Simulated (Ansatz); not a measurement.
Level of theory: Ansatz, DFT PBE, scalar-relativistic, plane waves, PAW. Settings: cutoff 420 eV, Γ-centred meshes spaced at most about 0.3 Å⁻¹, and about 0.25 Å⁻¹ or finer for metals (2π included), Gaussian smearing. No spin polarisation.

All energies are static (0 K, no zero-point motion). Both are relaxed sheets, periodic along a and b.

Compare these two cells of P, each relaxed at this level.

A.

```cif
data_structure
_symmetry_space_group_name_H-M 'P 1'
_symmetry_Int_Tables_number 1
_cell_length_a 5.1735
_cell_length_b 5.1735
_cell_length_c 23.8000
_cell_angle_alpha 90.000
_cell_angle_beta 90.000
_cell_angle_gamma 54.038
_cell_volume 515.60
loop_
_atom_site_label
_atom_site_type_symbol
_atom_site_fract_x
_atom_site_fract_y
_atom_site_fract_z
_atom_site_occupancy
P1 P 0.72003 0.72003 0.29412 1
P2 P 0.27997 0.27997 0.29412 1
P3 P 0.50000 0.50000 0.29412 1
```

B.

```cif
data_structure
_symmetry_space_group_name_H-M 'P 1'
_symmetry_Int_Tables_number 1
_cell_length_a 5.2726
_cell_length_b 5.2726
_cell_length_c 23.8000
_cell_angle_alpha 90.000
_cell_angle_beta 90.000
_cell_angle_gamma 120.000
_cell_volume 573.00
loop_
_atom_site_label
_atom_site_type_symbol
_atom_site_fract_x
_atom_site_fract_y
_atom_site_fract_z
_atom_site_occupancy
P1 P 0.53080 0.46920 0.29412 1
P2 P 0.53080 0.06160 0.29412 1
P3 P 0.93840 0.46920 0.29412 1
```

Problem. Which would you expect to be lower, and how large is the difference?

Solution. B is lower, by 64 meV/atom. A has layer group cmmm (No. 47), 7.2 Å²/atom and no gap on its mesh; B has layer group p-6m2 (No. 78), 8.0 Å²/atom and no gap. Counting all near atoms (those within 1.25 times the shortest such distance or 1.15 times the sum of covalent radii; a plus sign parts nearer from farther groups; a slash parts the counts of unlike sites), A has P 2/1+2 and B has P 2. Both come from invented guesses.

No dispersion correction is applied, so the spacing and binding between layers, chains or molecules are poorly described (p-6m2), and this can change margins and order among such cells. Cells relaxed within their symmetry can be saddle points.
